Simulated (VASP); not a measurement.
**Sc under changes of volume**

One of the cells (25.758 Å³/atom); the others are scaled copies at fixed shape and fractional positions:

```
Sc
1.0
     5.45859    0.00000    0.00000
     0.00000    5.45859    0.00000
     0.00000    0.00000    3.45796
Sc
4
Direct
  0.00000 0.50000 0.46734
  0.50000 0.00000 0.53266
  0.00000 0.00000 0.00000
  0.50000 0.50000 0.00000
```

This isn't the form of Sc at room conditions, which is hcp.

- Program: VASP 6.6.1
- Functional: PBE
- Potentials or basis: VASP PAW PBE potentials, release 64 (Sc_sv)
- Cutoff: 520 eV
- k mesh: 5 × 5 × 8
- Occupations: fermi-dirac, width 0.05 eV
- Spin: no spin polarisation

```csv
volume (Å³/atom),energy over the lowest point (meV/atom),pressure (GPa),largest force (eV/Å)
23.738,7.88,2.5,0.177
24.243,2.10,1.2,0.191
24.748,0.00,0.1,0.202
25.758,5.63,-1.8,0.221
26.264,?,?,?
26.769,22.63,-3.5,0.233
```

Q: What does the run at 26.264 Å³/atom give?

A: Energy over the lowest point 12.83 meV/atom; pressure -2.7 GPa; largest force 0.227 eV/Å.

Worked out: A Birch-Murnaghan fit of order 3 (a polynomial in V^(-2/3)) to the other rows has its minimum at 24.80 Å³/atom with B0 = V·E''(V) = 52 GPa and B' = 3.3 at fixed shape and positions, which overstates the stiffness. It gives 12.84 meV/atom at 26.264 Å³/atom, against the run's 12.83, and -dE/dV = -2.7 GPa, against -2.7.

Energies are extrapolated to zero smearing.
